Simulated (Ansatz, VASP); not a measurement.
# Na in VASP and in Ansatz

```xyz
1
Lattice="-1.8636 1.8636 2.6121 1.8636 -1.8636 2.6121 1.8636 1.8636 -2.6121" Properties=species:S:1:pos:R:3 pbc="T T T"
Na    0.0000    0.0000    0.0000
```

Alike in both runs: functional PBEsol; k mesh 16 × 16 × 16; occupations gaussian, width 0.1 eV; no spin polarisation.

Ansatz relaxed the structure, and its values are those at the end. VASP's run is a single point on that final structure, the one shown.

```csv
,VASP,Ansatz
version,VASP 6.6.1,Ansatz 0.2.0
potentials or method,"VASP PAW PBE potentials, release 64 (Na_pv)","scalar-relativistic, plane waves, PAW"
plane-wave cutoff (eV),520,520
valence electrons in the cell,7,9
```

```tsv
	VASP	Ansatz	Ansatz less VASP
gap on the k mesh at the Fermi level (eV)	none	none	-
pressure (GPa)	0.0	0.0	+0.03
```

A gap of «none» marks a metal or a gap that the smearing closes. The two sets of potentials don't hold the same shells in valence.

Caveats: the PAW data sets were made with another functional, which shifts forces and pressure a little (VASP).
